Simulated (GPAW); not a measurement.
# Ni (Fm-3m) in GPAW: a series of runs, part 2 of 2

GPAW 26.7.0. Earlier steps stand in the parts before.

**3. Single point, PBE, collinear spin, ferromagnetic start**

The input, run.py:

```python
from ase.dft.bandgap import bandgap
from ase.io import read, write
from ase.units import GPa
from gpaw import GPAW, PW

atoms = read('Ni.xyz')
atoms.set_initial_magnetic_moments([1.0])

calc = GPAW(mode=PW(600),
            xc='PBE',
            kpts={'size': (13, 13, 13), 'gamma': True},
            occupations={'name': 'methfessel-paxton', 'order': 0, 'width': 0.027000000000000003},
            nbands=17,
            convergence={'density': 1e-05, 'energy': 1e-05},
            maxiter=150,
            txt='gpaw.txt')
atoms.calc = calc
energy = atoms.get_potential_energy()
forces = atoms.get_forces()
stress = atoms.get_stress()
calc.write('gs.gpw')
write('result.traj', atoms)
print(f'Energy: {energy:.6f} eV')
print('Forces (eV/A):')
print(forces.round(4))
print('Stress (GPa):', (stress / GPa).round(3))
print('Moments:', calc.get_magnetic_moments().round(3))
print('Fermi level:', round(calc.get_fermi_level(), 4), 'eV')
print(f'Gap: {bandgap(calc)[0]:.4f} eV, direct: {bandgap(calc, direct=True)[0]:.4f} eV')
```

The input, Ni.xyz:

```xyz
1
Lattice="0.0000000000 1.7375729330 1.7375729330 1.7375729330 0.0000000000 1.7375729330 1.7375729330 1.7375729330 0.0000000000" Properties=species:S:1:pos:R:3 pbc="T T T"
Ni     0.0000000000      0.0000000000      0.0000000000
```

Potentials or basis: GPAW PAW data sets (gpaw-data 1.2.1), pw.

Launch:

```console
> OMP_NUM_THREADS=1 python run.py
```

gpaw.txt:

```text
__  _  _
 | _ |_)|_||  |
 |__||  | ||/\| - 26.7.0

Input parameters:
  mode=PW(ecut=600.0),
  convergence={'density': 1e-05, 'energy': 1e-05},
  kpts=MonkhorstPack(size=(13, 13, 13), gamma=True),
  maxiter=150,
  nbands=17,
  occupations=Occupations(name='methfessel-paxton', order=0, width=0.027000000000000003),
  xc=XC(name='PBE')

Diagonalizing LCAO Hamiltonian
Converting LCAO to pw mode

       Ni

Atoms  # Å, Bohr magnetons
|   | symbol |        x |        y |        z |    initial magnetic moments |
|---|--------|----------|----------|----------|-----------------------------|
| 0 |     Ni | 0.000000 | 0.000000 | 0.000000 | ( 0.0000,  0.0000,  1.0000) |

Unit cell  # Å
| periodic |        x |        y |        z |  lengths |    angles |
|----------|----------|----------|----------|----------|-----------|
|      yes | 0.000000 | 1.737573 | 1.737573 | 2.457299 | 60.000000 |
|      yes | 1.737573 | 0.000000 | 1.737573 | 2.457299 | 60.000000 |
|      yes | 1.737573 | 1.737573 | 0.000000 | 2.457299 | 60.000000 |

Number of symmetries: 48
Symmetry operations  # r_c * U_cc + t_c -> r_c
|    | kind |            matrix            |
|----|------|------------------------------|
|  0 |  σ   |  1, 0, 0,  1, 0,-1,  1,-1, 0 |
|  1 |  C2  |  1, 0, 0,  1,-1, 0,  1, 0,-1 |
|  2 |  E   |  1, 0, 0,  0, 1, 0,  0, 0, 1 |
|  3 |  σ   |  1, 0, 0,  0, 0, 1,  0, 1, 0 |
|  4 |  C4  |  1, 0,-1,  1, 0, 0,  1,-1, 0 |
|  5 |  S6  |  1, 0,-1,  1,-1, 0,  1, 0, 0 |
|  6 |  σ   |  1, 0,-1,  0, 1,-1,  0, 0,-1 |
|  7 |  C3  |  1, 0,-1,  0, 0,-1,  0, 1,-1 |
|  8 |  S6  |  1,-1, 0,  1, 0, 0,  1, 0,-1 |
|  9 |  C4  |  1,-1, 0,  1, 0,-1,  1, 0, 0 |
| 10 |  C3  |  1,-1, 0,  0,-1, 1,  0,-1, 0 |
| 11 |  σ   |  1,-1, 0,  0,-1, 0,  0,-1, 1 |
| 12 |  σ   |  0, 1, 0,  1, 0, 0,  0, 0, 1 |
| 13 |  C4  |  0, 1, 0,  0, 1,-1, -1, 1, 0 |
| 14 |  C3  |  0, 1, 0,  0, 0, 1,  1, 0, 0 |
| 15 |  S6  |  0, 1, 0, -1, 1, 0,  0, 1,-1 |
| 16 |  C2  |  0, 1,-1,  1, 0,-1,  0, 0,-1 |
| 17 |  σ   |  0, 1,-1,  0, 1, 0, -1, 1, 0 |
| 18 |  S4  |  0, 1,-1,  0, 0,-1,  1, 0,-1 |
| 19 |  C4  |  0, 1,-1, -1, 1, 0,  0, 1, 0 |
| 20 |  C3  |  0, 0, 1,  1, 0, 0,  0, 1, 0 |
| 21 |  σ   |  0, 0, 1,  0, 1, 0,  1, 0, 0 |
| 22 |  S6  |  0, 0, 1,  0,-1, 1, -1, 0, 1 |
| 23 |  C4  |  0, 0, 1, -1, 0, 1,  0,-1, 1 |
| 24 |  S4  |  0, 0,-1,  1, 0,-1,  0, 1,-1 |
| 25 |  C3  |  0, 0,-1,  0, 1,-1,  1, 0,-1 |
| 26 |  C2  |  0, 0,-1,  0,-1, 0, -1, 0, 0 |
| 27 |  S6  |  0, 0,-1, -1, 0, 0,  0,-1, 0 |
| 28 |  S4  |  0,-1, 1,  1,-1, 0,  0,-1, 0 |
| 29 |  C4  |  0,-1, 1,  0, 0, 1, -1, 0, 1 |
| 30 |  C2  |  0,-1, 1,  0,-1, 0,  1,-1, 0 |
| 31 |  σ   |  0,-1, 1, -1, 0, 1,  0, 0, 1 |
| 32 |  C3  |  0,-1, 0,  1,-1, 0,  0,-1, 1 |
[... 100 lines left out ...]
  SVD Regularization: 0.005
  Good broyden scale: 1.0
  Trust region scale: 1.0
  Backstep threshold: 4.0
  History deletion threshold: 6.0
  Fourier metric: weight=20.0, sigma=0.015

occupation numbers:
  Methfessel-Paxton:
    width: 0.0270  # eV
    order: 0

poisson solver:
  ecut: 4800.0  # eV

xc functional:
  name: PBE with 2 nearest neighbor stencil

convergence criteria:
- Maximum integral of absolute [dens]ity change: 1e-05 electrons / valence electron
- Maximum [total energy] change in last 3 cyles: 1e-05 eV / valence electron
- Maximum integral of absolute [eigenst]ate change: 4e-08 eV^2 / valence electron
maximum number of iterations: 150

SCF iterations
|iter     | |      energy | eigst |  dens |  magmom |
|---------|-|-------------|-------|-------|---------|
|iter:   1| |   -7.148962 | -0.03 |       |  +1.0009|
|iter:   2| |   -7.158471 | -2.95 | -1.46 |  +0.9839|
|iter:   3| |   -7.264759 | -2.65 | -1.49 |  +0.7618|
|iter:   4| |   -7.275794 | -3.09 | -1.82 |  +0.6221|
|iter:   5| |   -7.275614 | -4.68 | -2.48 |  +0.6419|
|iter:   6| |   -7.275666 | -6.53 | -3.24 |  +0.6412|
|iter:   7| |   -7.275712c| -6.02 | -3.38 |  +0.6393|
|iter:   8| |   -7.275712c| -8.23c| -4.13 |  +0.6393|
|iter:   9| |   -7.275712c| -7.90c| -4.57 |  +0.6394|
|iter:  10| |   -7.275712c| -8.41c| -5.11c|  +0.6394|

Converged in 10 steps
Energy contributions relative to reference atoms: (reference = -41367.998447)

Energy contributions:
  Kinetic:           7.970317
  Coulomb:          -5.778280
  Zero:              0.081147
  External:          0.000000
  Xc:               -9.548721
  Entropy:          -0.000349
  Spinorbit:         0.000000
  ----------------------------
  Free energy:      -7.275886
  Extrapolated:     -7.275712

dipole moment: (-7.128308, -7.128308, -7.128308)  # |e|*Ang

Total magnetic moment: (0.000000, 0.000000, 0.639427)

Local magnetic moments
|        x |        y |        z |
|----------|----------|----------|
| 0.000000 | 0.000000 | 0.675543 |  # Ni   0

Fermi level: 9.081
Eigenvalues  # (at kpt = [0.000, 0.000, 0.000])
| band index |      eig [eV] | occ [0-1] |      eig [eV] | occ [0-1] |
|------------|---------------|-----------|---------------|-----------|
|          0 |       -54.982 |     1.000 |       -54.144 |     1.000 |
|          1 |       -54.982 |     1.000 |       -54.144 |     1.000 |
|          2 |       -54.982 |     1.000 |       -54.144 |     1.000 |
|          3 |        -0.402 |     1.000 |        -0.437 |     1.000 |
|          4 |         6.454 |     1.000 |         7.238 |     1.000 |
|          5 |         6.454 |     1.000 |         7.238 |     1.000 |
[... 9 lines left out ...]
|         15 |        39.628 |     0.000 |        39.773 |     0.000 |
|         16 |        42.962 |     0.000 |        42.818 |     0.000 |

No gap
No difference between direct/indirect transitions

Forces  # eV/Ang
|       x |       y |       z |
|---------|---------|---------|
| 0.00000 | 0.00000 | 0.00000 |  # Ni   0

Stress tensor  # eV/Ang^3
|         x |         y |         z |
|-----------|-----------|-----------|
| -0.065268 | -0.000000 |  0.000000 |
| -0.000000 | -0.065268 |  0.000000 |
|  0.000000 |  0.000000 | -0.065268 |

# Writing to gs.gpw (mode='')
```

stdout:

```text
Energy: -7.275712 eV
Forces (eV/A):
[[0. 0. 0.]]
Stress (GPa): [-10.457 -10.457 -10.457   0.      0.     -0.   ]
Moments: [0.676]
Fermi level: 9.0805 eV
Gap: 0.0000 eV, direct: 0.0000 eV
```

It took 16 s on 1 thread of Intel Xeon Platinum 8488C (Sapphire Rapids), shared host; peak memory 0.15 GiB.

What came out:

```yaml
Free_energy: -7.2759 eV
Pressure: 10.5 GPa
Band_gap_on_the_k_mesh: none (metal or under the smearing width)
Net_moment: 0.64 μB per cell
Site_moments: Ni +0.68 μB
```

Levels at points of the mesh, in eV from the Fermi level:
Spin up:
```
           k point  band 6  band 7  band 8  band 9  band 10  band 11
(0.00, 0.00, 0.00)   -2.63   -2.63   -1.35   -1.35    23.92    27.86
```
Spin down:
| k point | band 4 | band 5 | band 6 | band 7 | band 8 | band 9 | band 10 | band 11 | band 12 | band 13 |
| --- | --- | --- | --- | --- | --- | --- | --- | --- | --- | --- |
| (0.00, 0.00, 0.00) | -9.52 | -1.84 | -1.84 | -1.84 | -0.75 | -0.75 | 23.73 | 27.83 | 27.83 | 27.83 |

Caveat: the stock nickel data set gives pressures a few GPa off other programs.

**4. Single point, PBE, collinear spin, ferromagnetic start**

Changes to run.py since step 3:

```diff
@@ -2,6 +2,7 @@
 from ase.io import read, write
-from ase.units import GPa
+from ase.units import Bohr, GPa
 from gpaw import GPAW, PW
+from gpaw.elf import elf_from_dft_calculation
 
-atoms = read('Ni.xyz')
+atoms = read('POSCAR')
 atoms.set_initial_magnetic_moments([1.0])
@@ -11,3 +12,3 @@
             kpts={'size': (13, 13, 13), 'gamma': True},
-            occupations={'name': 'methfessel-paxton', 'order': 0, 'width': 0.027000000000000003},
+            occupations={'name': 'methfessel-paxton', 'order': 0, 'width': 0.028000000000000004},
             nbands=17,
@@ -29 +30,7 @@
 print(f'Gap: {bandgap(calc)[0]:.4f} eV, direct: {bandgap(calc, direct=True)[0]:.4f} eV')
+
+# fields on the real-space grid
+write('density.cube', atoms, data=calc.get_pseudo_density() * Bohr**3)
+write('potential.cube', atoms, data=calc.get_electrostatic_potential())
+write('spin.cube', atoms, data=(calc.get_pseudo_density(spin=0) - calc.get_pseudo_density(spin=1)) * Bohr**3)
+write('elf.cube', atoms, data=elf_from_dft_calculation(calc).data)
```

The input, POSCAR:

```
Ni
1.0
    0.0000000000      1.7375729330      1.7375729330
    1.7375729330      0.0000000000      1.7375729330
    1.7375729330      1.7375729330      0.0000000000
Ni
1
Direct
    0.0000000000      0.0000000000      0.0000000000
```

Launch:

```console
> OMP_NUM_THREADS=1 python run.py
```

Run time: 17 s. Hardware: 1 thread of Intel Xeon Platinum 8488C (Sapphire Rapids), shared host; peak memory 0.14 GiB.

It converged, with:

| Item | Value |
| --- | --- |
| Free energy | -7.2759 eV |
| Pressure | 10.5 GPa |
| Band gap on the k mesh | none (metal or under the smearing width) |
| Net moment | 0.64 μB per cell |
| Site moments | Ni +0.68 μB |

Levels at points of the mesh, in eV from the Fermi level:
Spin up:
```tsv
k point	band 6	band 7	band 8	band 9	band 10	band 11
(0.00, 0.00, 0.00)	-2.63	-2.63	-1.35	-1.35	23.92	27.86
```
Spin down:
| k point | band 5 | band 6 | band 7 | band 8 | band 9 | band 10 | band 11 | band 12 |
| --- | --- | --- | --- | --- | --- | --- | --- | --- |
| (0.00, 0.00, 0.00) | -1.84 | -1.84 | -1.84 | -0.75 | -0.75 | 23.73 | 27.83 | 27.83 |

Caveat: the stock nickel data set gives pressures a few GPa off other programs.

**5. Overview**

```csv
task,level,potentials or basis,cell,smearing,eigensolver,optimizer,fmax,max steps,convergence,gap on the mesh (eV),pressure (GPa),moment (μB)
relaxation of cell and atoms,BLYP+D4,"PAW data sets generated in the run's folder for this functional, pw",relaxed,fermi-dirac 0.05 eV,davidson,BFGS,0.01 eV/Å,60,density=1e-05 forces=0.0001,none,0.1,0.62
single point,PBE,"GPAW PAW data sets (gpaw-data 1.2.1), pw",as given,gaussian 0.027 eV,-,-,-,-,-,none,10.5,0.64
single point,PBE,"GPAW PAW data sets (gpaw-data 1.2.1), pw",as given,gaussian 0.028 eV,-,-,-,-,-,none,10.5,0.64
```

Alike in all rows: spin collinear, ferromagnetic start; k mesh 13 × 13 × 13; cutoff (eV) 600.

Caveats: the stock nickel data set gives pressures a few GPa off other programs; each step starts from the last one's moments, so a moment once lost doesn't come back (some runs); later steps reuse the first step's grids (some runs); pairwise dispersion overbinds metals, which lowers pressure and volume (some runs).

Absolute energies hang on the potentials; compare differences alone.
